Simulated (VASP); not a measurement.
C, 8 atoms in the cell. Symmetry: C2/m, No. 12, monoclinic system. The conventional cell has a = 8.701 Å, b = 6.149 Å, c = 4.051 Å, α = 90.00°, β = 116.30°, γ = 90.00°. Around C (site symmetry m) lie 1 C at 1.31 Å. C (site symmetry m) has 1 C at 1.31 Å as nearest neighbours. C (site symmetry 1) is surrounded by 1 C at 1.31 Å. The cell was built by a generator and needn't be a form met in nature.

```yaml
Program: VASP 6.6.1
Task: single point
Functional: PBE
Potentials_or_basis: VASP PAW PBE potentials, release 64 (C)
Cutoff: 520 eV
k_mesh: 4 × 4 × 6
Occupations: gaussian, width 0.1 eV
Spin: no spin polarisation
Dipole_correction: no
Further_INCAR_settings: ALGO = Normal; EDIFF = 1e-06; NBANDS = 26
```

Potentials or basis: VASP PAW PBE potentials, release 64 (C).

Command:

```console
$ cat potpaw_PBE.64/C/POTCAR > POTCAR
$ mpirun -np 1 vasp_std > vasp.out
```

Hardware: 1 thread of AMD EPYC 7R13 Processor (Zen 3) (shared host).

Problem. How long does it take, and how much memory?

Solution. It took 67 s on 1 thread of AMD EPYC 7R13 Processor (Zen 3), on a shared host, peak memory 0.19 GiB. Counts: scf iterations 14, k points 34.
